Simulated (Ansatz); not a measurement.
NiO under changes of volume

One of the cells (8.769 Å³/atom); the others are scaled copies at fixed shape and fractional positions:

```
Ni O
1.0
     0.00000    2.06217    2.06217
     2.06217    0.00000    2.06217
     2.06217    2.06217    0.00000
Ni O
1 1
Direct
  0.00000 0.00000 0.00000
  0.75000 0.75000 0.75000
```

The cell was built by a generator and needn't be a form met in nature.

```yaml
Program: Ansatz 0.2.0
Functional: PBE
Potentials_or_basis: all-electron LAPW, scalar-relativistic
Cutoff: 567 eV (chosen from the basis error)
Basis_error_allowed: 0.0005 eV/atom
k_mesh: 11 × 11 × 11
Occupations: fermi-dirac, width 0.05 eV
Spin: collinear spin, ferromagnetic start
Starting_moments: "[1.0, 0.0] μB"
```

```tsv
volume (Å³/atom)	energy over the lowest point (meV/atom)	pressure (GPa)	moment (μB per cell)
8.243	?	?	?
8.419	314.99	77.4	0.90
8.594	235.19	68.4	0.99
8.769	164.77	60.4	1.09
8.945	102.59	53.2	1.20
9.120	47.91	46.7	1.30
9.296	0.00	40.9	1.40
```

**Question.** What does the run at 8.243 Å³/atom give?

**Answer.** Energy over the lowest point 405.31 meV/atom; pressure 87.2 GPa; moment 0.78 μB per cell.

Worked out: A Birch-Murnaghan fit of order 3 (a polynomial in V^(-2/3)) to the other rows has no minimum within the range. It gives 405.85 meV/atom at 8.243 Å³/atom, against the run's 405.31, and -dE/dV = 88.0 GPa, against 87.2. A straight line through the other rows of the moment, of slope 0.577 μB per Å³/atom, extrapolates to 0.79 μB, against the run's 0.78.

Energies are extrapolated to zero smearing.

Caveats: a cell with one magnetic atom can't hold antiferromagnetic order, which such compounds often take.
